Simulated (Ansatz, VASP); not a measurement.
# Two plane-wave programs on SnSe

Contents of INCAR:

```
ALGO = Normal
EDIFF = 1E-6
ENCUT = 520
GGA = PS
ISIF = 2
ISMEAR = 0
LASPH = True
LCHARG = True
LELF = True
LREAL = False
LVHAR = True
LWAVE = False
NBANDS = 17
NELM = 60
PREC = Accurate
SIGMA = 0.05
```

The input KPOINTS:

```
k-points
0
Gamma
  8 8 8
```

File POSCAR:

```
SnSe
1.0
    0.0000000000      3.0100000000      2.9197000000
    3.0100000000      0.0000000000      2.9197000000
    3.0100000000      3.0100000000      0.0000000000
Sn Se
1 1
Direct
    0.0000000000      0.0000000000      0.0000000000
    0.5000000000      0.5000000000      0.5000000000
```

Input for Ansatz:

```yaml
crystal:
  lattice:
    - [0.0, 3.01, 2.9197]
    - [3.01, 0.0, 2.9197]
    - [3.01, 3.01, 0.0]
  atoms:
    - { symbol: Sn, position: [0.0, 0.0, 0.0] }
    - { symbol: Se, position: [0.5, 0.5, 0.5] }
basis:
  ecutwfc: 420
kpoints:
  mp_grid: { grid: [8, 8, 8] }
hamiltonian:
  xc: pbesol
scf:
  occupations: { method: gaussian, width: 0.05 }
output:
  forces: true
  stress: true
  eigenvalues: true
```

Change from the starting cell: strain -0.0300 x Voigt [0, 0, 1, 0, 0, 0], atoms carried along.

Alike in both runs: task single point; functional PBEsol; k mesh 8 × 8 × 8; occupations gaussian, width 0.05 eV; no spin polarisation.

|  | VASP | Ansatz |
| --- | --- | --- |
| version | VASP 6.6.1 | Ansatz 0.2.0 |
| potentials or method | VASP PAW PBE potentials, release 64 (Sn_d, Se) | scalar-relativistic, plane waves, PAW |
| plane-wave cutoff (eV) | 520 | 420 |
| valence electrons in the cell | 20 | 30 |

```csv
,VASP,Ansatz,Ansatz less VASP
gap on the k mesh at the Fermi level (eV),0.74,0.74,-0.001
least direct gap on the mesh (eV),0.81,0.81,-0.002
pressure (GPa),-0.2,-0.2,-0.02
largest component of the traceless stress (GPa),2.81,2.80,-0.013
```

With one functional, cell and mesh, what is left measures potentials, basis and numerics. The two sets of potentials don't hold the same shells in valence.

Caveats: the PAW data sets were made with another functional, which shifts forces and pressure a little (VASP); spin-orbit coupling is left out, which moves the levels of the heavy elements. A k mesh can miss the band edges.
